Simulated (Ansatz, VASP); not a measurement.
## LiF in VASP and in Ansatz

The input INCAR:

```
PREC = Accurate
ENCUT = 520
EDIFF = 1E-6
ISMEAR = -1
SIGMA = 0.02
LREAL = F
LASPH = T
NELM = 100
ALGO = Normal
ISIF = 2
LWAVE = F
LCHARG = T
GGA = PE
LELF = T
LVHAR = T
NBANDS = 12
```

Contents of KPOINTS:

```
regular mesh
0
Gamma
  10 10 10
```

File POSCAR:

```
LiF
1.0
    0.0000000000      1.9150768680      2.0553467111
    1.9150768680      0.0000000000      2.0553467111
    1.9150768680      1.9150768680      0.0000000000
Li F
1 1
Direct
    0.0000000000      0.0000000000      0.0000000000
    0.5000000000      0.5000000000      0.5000000000
```

Input for Ansatz:

```yaml
crystal:
  lattice:
    - [0.0, 1.915076868, 2.0553467111]
    - [1.915076868, 0.0, 2.0553467111]
    - [1.915076868, 1.915076868, 0.0]
  atoms:
    - { symbol: Li, position: [0.0, 0.0, 0.0] }
    - { symbol: F, position: [0.5, 0.5, 0.5] }
kpoints:
  mp_grid: { grid: [10, 10, 10] }
  band_path:
    path:
      - [0.0, 0.0, 0.0]
      - [0.5, 0.0, 0.5]
      - [0.625, 0.25, 0.625]
      - [0.375, 0.375, 0.75]
      - [0.5, 0.5, 0.5]
      - [0.5, 0.25, 0.75]
    npoints: 1
hamiltonian:
  xc: pbe
scf:
  occupations: { method: fermi_dirac, width: 0.02 }
  n_extra_bands: 4
output:
  forces: true
  stress: true
  eigenvalues: true
```

Change from the starting cell: epitaxial_xy strain -4.0%.

Alike in both runs: task single point; functional PBE; k mesh 10 × 10 × 10; occupations fermi-dirac, width 0.02 eV; no spin polarisation.

|  | VASP | Ansatz |
| --- | --- | --- |
| version | VASP 6.6.1 | Ansatz 0.2.0 |
| potentials or method | VASP PAW PBE potentials, release 64 (Li_sv, F) | plane waves, PAW |
| plane-wave cutoff (eV) | 520 | 420 |
| valence electrons in the cell | 10 | 10 |

|  | VASP | Ansatz | Ansatz less VASP |
| --- | --- | --- | --- |
| gap on the k mesh at the Fermi level (eV) | 9.73 | 9.73 | -0.002 |

The functional is the same, so the differences come from potentials, cutoffs and numerics.

 A k mesh can miss the band edges.
